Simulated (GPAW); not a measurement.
# I (Im-3m) in GPAW: reference runs

Reference runs on I: the cell as given and a disturbed copy.

Everything below comes from runs of GPAW 26.7.0. Logs are shortened: lines on timing, memory, paths and dates and some standing lists are left out, and cuts for length are marked. The log counts tension as positive stress, the text compression.

## 1. The crystal as given

The structure is cubic, space group Im-3m (No. 229). Conventional cell: a = 4.179 Å, b = 4.179 Å, c = 4.179 Å, α = 90.00°, β = 90.00°, γ = 90.00°. I (site symmetry m-3m) is surrounded by 8 I at 3.62 Å.

The real solid is made of molecules; this cell is a model form.

## 2. Single point, PBE

The input, run.py:

```python
from ase import Atoms
from ase.dft.bandgap import bandgap
from ase.io import write
from ase.units import Bohr, GPa
from gpaw import GPAW, PW
from gpaw.elf import elf_from_dft_calculation

atoms = Atoms(['I'],
              cell=[[-2.0893754423, 2.0893754423, 2.0893754423],
                    [2.0893754423, -2.0893754423, 2.0893754423],
                    [2.0893754423, 2.0893754423, -2.0893754423]],
              scaled_positions=[[0.0, 0.0, 0.0]],
              pbc=True)

calc = GPAW(mode=PW(600),
            xc='PBE',
            kpts={'size': (9, 9, 9), 'gamma': True},
            occupations={'name': 'fermi-dirac', 'width': 0.05},
            nbands=10,
            convergence={'density': 1e-05, 'energy': 1e-05},
            maxiter=150,
            txt='gpaw.txt')
atoms.calc = calc
energy = atoms.get_potential_energy()
forces = atoms.get_forces()
stress = atoms.get_stress()
calc.write('gs.gpw')
write('result.traj', atoms)
print(f'Energy: {energy:.6f} eV')
print('Forces (eV/A):')
print(forces.round(4))
print('Stress (GPa):', (stress / GPa).round(3))
print('Fermi level:', round(calc.get_fermi_level(), 4), 'eV')
print(f'Gap: {bandgap(calc)[0]:.4f} eV, direct: {bandgap(calc, direct=True)[0]:.4f} eV')

# fields on the real-space grid
write('density.cube', atoms, data=calc.get_pseudo_density() * Bohr**3)
write('potential.cube', atoms, data=calc.get_electrostatic_potential())
write('elf.cube', atoms, data=elf_from_dft_calculation(calc).data)
```

Potentials or basis: GPAW PAW data sets (gpaw-data 1.2.1), pw.

Launch:

```sh
OMP_NUM_THREADS=1 python run.py
```

gpaw.txt:

```text
__  _  _
 | _ |_)|_||  |
 |__||  | ||/\| - 26.7.0

Input parameters:
  mode=PW(ecut=600.0),
  convergence={'density': 1e-05, 'energy': 1e-05},
  kpts=MonkhorstPack(size=(9, 9, 9), gamma=True),
  maxiter=150,
  nbands=10,
  occupations=Occupations(name='fermi-dirac', width=0.05),
  xc=XC(name='PBE')

Diagonalizing LCAO Hamiltonian
Converting LCAO to pw mode

       I

Atoms  # Å, Bohr magnetons
|   | symbol |        x |        y |        z |    initial magnetic moments |
|---|--------|----------|----------|----------|-----------------------------|
| 0 |      I | 0.000000 | 0.000000 | 0.000000 | ( 0.0000,  0.0000,  0.0000) |

Unit cell  # Å
| periodic |         x |         y |         z |  lengths |     angles |
|----------|-----------|-----------|-----------|----------|------------|
|      yes | -2.089375 |  2.089375 |  2.089375 | 3.618904 | 109.471221 |
|      yes |  2.089375 | -2.089375 |  2.089375 | 3.618904 | 109.471221 |
|      yes |  2.089375 |  2.089375 | -2.089375 | 3.618904 | 109.471221 |

Number of symmetries: 48
Symmetry operations  # r_c * U_cc + t_c -> r_c
|    | kind |            matrix            |
|----|------|------------------------------|
|  0 |  σ   |  1, 1, 1,  0, 0,-1,  0,-1, 0 |
|  1 |  C4  |  1, 1, 1,  0, 0,-1, -1, 0, 0 |
|  2 |  C2  |  1, 1, 1,  0,-1, 0,  0, 0,-1 |
|  3 |  S6  |  1, 1, 1,  0,-1, 0, -1, 0, 0 |
|  4 |  S6  |  1, 1, 1, -1, 0, 0,  0, 0,-1 |
|  5 |  C4  |  1, 1, 1, -1, 0, 0,  0,-1, 0 |
|  6 |  E   |  1, 0, 0,  0, 1, 0,  0, 0, 1 |
|  7 |  σ   |  1, 0, 0,  0, 1, 0, -1,-1,-1 |
|  8 |  σ   |  1, 0, 0,  0, 0, 1,  0, 1, 0 |
|  9 |  C3  |  1, 0, 0,  0, 0, 1, -1,-1,-1 |
| 10 |  C3  |  1, 0, 0, -1,-1,-1,  0, 1, 0 |
| 11 |  σ   |  1, 0, 0, -1,-1,-1,  0, 0, 1 |
| 12 |  σ   |  0, 1, 0,  1, 0, 0,  0, 0, 1 |
| 13 |  C2  |  0, 1, 0,  1, 0, 0, -1,-1,-1 |
| 14 |  C3  |  0, 1, 0,  0, 0, 1,  1, 0, 0 |
| 15 |  S4  |  0, 1, 0,  0, 0, 1, -1,-1,-1 |
| 16 |  S4  |  0, 1, 0, -1,-1,-1,  1, 0, 0 |
| 17 |  C3  |  0, 1, 0, -1,-1,-1,  0, 0, 1 |
| 18 |  C3  |  0, 0, 1,  1, 0, 0,  0, 1, 0 |
| 19 |  S4  |  0, 0, 1,  1, 0, 0, -1,-1,-1 |
| 20 |  σ   |  0, 0, 1,  0, 1, 0,  1, 0, 0 |
| 21 |  C3  |  0, 0, 1,  0, 1, 0, -1,-1,-1 |
| 22 |  C2  |  0, 0, 1, -1,-1,-1,  1, 0, 0 |
| 23 |  S4  |  0, 0, 1, -1,-1,-1,  0, 1, 0 |
| 24 |  C4  |  0, 0,-1,  1, 1, 1,  0,-1, 0 |
| 25 |  σ   |  0, 0,-1,  1, 1, 1, -1, 0, 0 |
| 26 |  S6  |  0, 0,-1,  0,-1, 0,  1, 1, 1 |
| 27 |  C2  |  0, 0,-1,  0,-1, 0, -1, 0, 0 |
| 28 |  C4  |  0, 0,-1, -1, 0, 0,  1, 1, 1 |
| 29 |  S6  |  0, 0,-1, -1, 0, 0,  0,-1, 0 |
| 30 |  S6  |  0,-1, 0,  1, 1, 1,  0, 0,-1 |
| 31 |  C4  |  0,-1, 0,  1, 1, 1, -1, 0, 0 |
| 32 |  C4  |  0,-1, 0,  0, 0,-1,  1, 1, 1 |
| 33 |  S6  |  0,-1, 0,  0, 0,-1, -1, 0, 0 |
| 34 |  σ   |  0,-1, 0, -1, 0, 0,  1, 1, 1 |
| 35 |  C2  |  0,-1, 0, -1, 0, 0,  0, 0,-1 |
| 36 |  C2  | -1, 0, 0,  1, 1, 1,  0, 0,-1 |
| 37 |  S6  | -1, 0, 0,  1, 1, 1,  0,-1, 0 |
| 38 |  S6  | -1, 0, 0,  0, 0,-1,  1, 1, 1 |
| 39 |  C2  | -1, 0, 0,  0, 0,-1,  0,-1, 0 |
| 40 |  C2  | -1, 0, 0,  0,-1, 0,  1, 1, 1 |
| 41 |  i   | -1, 0, 0,  0,-1, 0,  0, 0,-1 |
| 42 |  S4  | -1,-1,-1,  1, 0, 0,  0, 1, 0 |
| 43 |  C3  | -1,-1,-1,  1, 0, 0,  0, 0, 1 |
| 44 |  C3  | -1,-1,-1,  0, 1, 0,  1, 0, 0 |
| 45 |  σ   | -1,-1,-1,  0, 1, 0,  0, 0, 1 |
| 46 |  S4  | -1,-1,-1,  0, 0, 1,  1, 0, 0 |
| 47 |  C2  | -1,-1,-1,  0, 0, 1,  0, 1, 0 |

BZ-sampling:
  Number of BZ points: 729
  Number of IBZ points: 35

  Monkhorst-Pack size: [9, 9, 9]
  Monkhorst-Pack shift: [0, 0, 0]

K-points  # in reciprocal-cell coordinates
|     |                                coordinates |     weight |
|-----|--------------------------------------------|------------|
|   0 | (  0.00000000,   0.00000000,   0.00000000) | 0.00137174 |
|   1 | (  0.11111111,   0.00000000,   0.00000000) | 0.01646091 |
|   2 | (  0.11111111,   0.11111111,  -0.11111111) | 0.00823045 |
|   3 | (  0.22222222,   0.00000000,  -0.11111111) | 0.03292181 |
|   4 | (  0.22222222,   0.00000000,   0.00000000) | 0.01646091 |
|   5 | (  0.22222222,   0.11111111,  -0.11111111) | 0.03292181 |
|   6 | (  0.22222222,   0.22222222,  -0.22222222) | 0.00823045 |
|   7 | (  0.33333333,  -0.11111111,  -0.11111111) | 0.01097394 |
|   8 | (  0.33333333,   0.00000000,  -0.11111111) | 0.06584362 |
|   9 | (  0.33333333,   0.00000000,   0.00000000) | 0.01646091 |
| ... |                                            |            |
|  34 | (  0.44444444,   0.44444444,   0.44444444) | 0.01097394 |

Plane wave coefficients: 1240
Cutoff: 600.0 eV

Spin-components: 1 (collinear spins)
Bands:           10
Projectors:      5
Spin-degeneracy: 2
Datatype:        complex128

Parallelization:
  kpt:    1
  domain: 1
  band:   1

Density:
  Valence electrons: 7.0
  Components: 1
  Grid points: [21 21 21]
  Charge: 0.0  # |e|

Potential:
  Grid points: [21 21 21]

species:
  I:
    name:    Iodine
    Z:       53.0
    valence: 7
    core:    46
    charge:  0.0  # [|e|]
    compensation charges:
      type: gauss
      rc: 0.37  # [Å]
      lmax: 2
    cutoffs:
      filter: 2.06  # [Å]
      core: 2.90  # [Å]
    projectors
    | kind |    occ | energy [eV] | rcut [Å] |
    |------|--------|-------------|----------|
    |   5s |  2.000 |     -17.382 |    1.164 |
    |   5p |  5.000 |      -7.088 |    1.164 |
    |    s |        |       9.829 |    1.164 |
    |    p |        |      20.123 |    1.164 |
    |    d |        |       0.000 |    1.164 |

    Using partial waves for I as LCAO basis

Reference energy: -193540.795666  # eV

eigensolver:
  PPCG
  Converge bands: occupied
  niter=2

density mixing:
  MSR1-Mixer
  Pratt-step length: 0.05
  Maximum mixing coefficient: 0.75
  Old densities: 10
  SVD Regularization: 0.005
  Good broyden scale: 1.0
  Trust region scale: 1.0
  Backstep threshold: 4.0
  History deletion threshold: 6.0
  Fourier metric: weight=20.0, sigma=0.015

occupation numbers:
  Fermi-Dirac:
    width: 0.0500  # eV

poisson solver:
  ecut: 4800.0  # eV

xc functional:
  name: PBE with 2 nearest neighbor stencil

convergence criteria:
- Maximum integral of absolute [dens]ity change: 1e-05 electrons / valence electron
- Maximum [total energy] change in last 3 cyles: 1e-05 eV / valence electron
- Maximum integral of absolute [eigenst]ate change: 4e-08 eV^2 / valence electron
maximum number of iterations: 150

SCF iterations
|iter     | |      energy | eigst |  dens |
|---------|-|-------------|-------|-------|
|iter:   1| |   -1.018436 | -0.94 |       |
|iter:   2| |   -1.019234 | -3.11 | -1.74 |
|iter:   3| |   -1.019996 | -3.20 | -1.75 |
|iter:   4| |   -1.019046 | -4.19 | -2.16 |
|iter:   5| |   -1.019128 | -5.53 | -2.59 |
|iter:   6| |   -1.019128 | -7.20 | -3.87 |
|iter:   7| |   -1.019128c| -8.73c| -4.40 |
|iter:   8| |   -1.019128c| -9.24c| -5.29c|

Converged in 8 steps
Energy contributions relative to reference atoms: (reference = -193540.795666)

Energy contributions:
  Kinetic:          -0.223471
  Coulomb:           0.462250
  Zero:             -0.006508
  External:          0.000000
  Xc:               -1.241538
  Entropy:          -0.019721
  Spinorbit:         0.000000
  ----------------------------
  Free energy:      -1.028988
  Extrapolated:     -1.019128

dipole moment: (-10.254676, -10.254676, -10.254676)  # |e|*Ang

Fermi level: 3.982
Eigenvalues  # (at kpt = [0.000, 0.000, 0.000])
| band index |      eig [eV] | occ [0-2] |
|------------|---------------|-----------|
|          0 |        -9.271 |     2.000 |
|          1 |         4.779 |     0.000 |
|          2 |         4.779 |     0.000 |
|          3 |         4.779 |     0.000 |
|          4 |        10.853 |     0.000 |
|          5 |        13.904 |     0.000 |
|          6 |        13.904 |     0.000 |
|          7 |        13.904 |     0.000 |
|          8 |        16.173 |     0.000 |
|          9 |        16.173 |     0.000 |

No gap
No difference between direct/indirect transitions

Forces  # eV/Ang
|       x |        y |        z |
|---------|----------|----------|
| 0.00000 | -0.00000 | -0.00000 |  # I    0

Stress tensor  # eV/Ang^3
|         x |         y |         z |
|-----------|-----------|-----------|
|  0.000353 | -0.000000 | -0.000000 |
| -0.000000 |  0.000353 |  0.000000 |
| -0.000000 |  0.000000 |  0.000353 |

# Writing to gs.gpw (mode='')
```

It took 8.9 s on 1 thread of Arm Neoverse V1, shared host; peak memory 0.14 GiB.

What came out:

```yaml
Free_energy: -1.0290 eV
Pressure: -0.1 GPa
Band_gap_on_the_k_mesh: none (metal or under the smearing width)
```

Levels at points of the mesh, in eV from the Fermi level:
```tsv
k point	band 2	band 3	band 4	band 5	band 6
(0.00, 0.00, 0.00)	0.80	0.80	0.80	6.87	9.92
```

Caveat: an odd number of electrons without spin polarisation forces a metal; a magnetic or distorted state may lie lower. The run has no spin-orbit coupling, so splittings on I are missing.

## 3. Single point, PBE (cell strained at random at fixed volume)

The input, run.py:

```python
from ase import Atoms
from ase.dft.bandgap import bandgap
from ase.io import write
from ase.units import GPa
from gpaw import GPAW, PW

atoms = Atoms(['I'],
              cell=[[-2.056028, 2.08342, 2.144954],
                    [2.043277, -2.053935, 2.102718],
                    [2.08266, 2.080567, -2.115469]],
              scaled_positions=[[0.007673, 0.009891, 0.005504]],
              pbc=True)

calc = GPAW(mode=PW(600),
            xc='PBE',
            kpts={'size': (9, 9, 9), 'gamma': True},
            occupations={'name': 'fermi-dirac', 'width': 0.05},
            nbands=10,
            convergence={'density': 1e-05, 'energy': 1e-05},
            maxiter=150,
            txt='gpaw.txt')
atoms.calc = calc
energy = atoms.get_potential_energy()
forces = atoms.get_forces()
stress = atoms.get_stress()
calc.write('gs.gpw')
write('result.traj', atoms)
print(f'Energy: {energy:.6f} eV')
print('Forces (eV/A):')
print(forces.round(4))
print('Stress (GPa):', (stress / GPa).round(3))
print('Fermi level:', round(calc.get_fermi_level(), 4), 'eV')
print(f'Gap: {bandgap(calc)[0]:.4f} eV, direct: {bandgap(calc, direct=True)[0]:.4f} eV')
```

Potentials or basis: GPAW PAW data sets (gpaw-data 1.2.1), pw.

Launch:

```sh
OMP_NUM_THREADS=1 python run.py
```

It took 71 s on 1 thread of Arm Neoverse V1, shared host; peak memory 0.27 GiB.

The run converged. Its results:

```
Free energy            : -1.0317 eV
Pressure               : -0.1 GPa
Band gap on the k mesh : none (metal or under the smearing width)
```

Stress tensor (GPa, compression positive):
```
-0.09  0.72 -0.40
 0.72 -0.10  0.78
-0.40  0.78 -0.08
```

Levels at points of the mesh, in eV from the Fermi level:
| k point | band 1 | band 2 | band 3 | band 4 | band 5 | band 6 |
| --- | --- | --- | --- | --- | --- | --- |
| (0.00, 0.00, 0.00) | -13.26 | 0.74 | 0.78 | 0.87 | 6.87 | 9.71 |

Caveat: an odd number of electrons without spin polarisation forces a metal; a magnetic or distorted state may lie lower. Spin-orbit coupling is left out, which matters for the levels of I.
